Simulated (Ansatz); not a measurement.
# AgCl: distorted cells

These are results of Ansatz, DFT PBE, scalar-relativistic, plane waves, PAW, not measurements.

Cutoff 420 eV; k points 8×8×6 on the computed 4-atom cell (Γ-centred); Gaussian smearing, width 0.02 eV; no spin polarisation.

Reference cell:

```yaml
crystal:
  lattice:
    - [3.92688, 0.00000, 0.00000]
    - [0.00000, 4.00305, 0.00000]
    - [-0.54915, 0.00000, 5.57242]
  atoms:
    - { symbol: Ag, position: [0.18402, 0.25000, 0.21808] }
    - { symbol: Ag, position: [0.81598, 0.75000, 0.78192] }
    - { symbol: Cl, position: [0.70766, 0.75000, 0.26256] }
    - { symbol: Cl, position: [0.29234, 0.25000, 0.73744] }
```

Each variant moves atoms of this cell by the vectors given, if any (Å), and then applies a symmetric strain (tensor components, Cartesian axes). The reference cell isn't relaxed at this level. Energies are per atom at zero smearing, counted from the lowest variant. Pressure is positive in compression.

1. no strain; moves: Ag2 (0.225, 0.000, 0.000)
2. strain (xx yy zz yz xz xy, %) 1.35 2.48 2.80 0.00 1.00 0.00; moves: Ag1 (-0.022, 0.000, -0.038); Ag2 (0.022, 0.000, 0.038); Cl3 (0.049, 0.000, 0.053); Cl4 (-0.049, 0.000, -0.053)
3. strain (xx yy zz yz xz xy, %) -0.77 1.64 6.44 0.00 3.78 0.00; moves: Ag1 (-0.172, 0.016, 0.075); Ag2 (0.172, 0.016, -0.075); Cl3 (-0.297, -0.016, 0.024); Cl4 (0.297, -0.016, -0.024)

```
result  ΔE (meV/atom) P (GPa) largest force (eV/Å) gap on mesh (eV)
     A           39.1    -2.73                  0.41              0.55
     B            0.0     0.22                  0.28              0.82
     C            8.6    -2.39                  0.22              0.88
```

**Question.** Which variant gave which result?

**Answer.** A is 3, B is 1, C is 2. The pressure falls as the cell grows: from the smallest volume to the largest the variants are 1, 2, 3.

This form isn't the usual stable structure of the compound.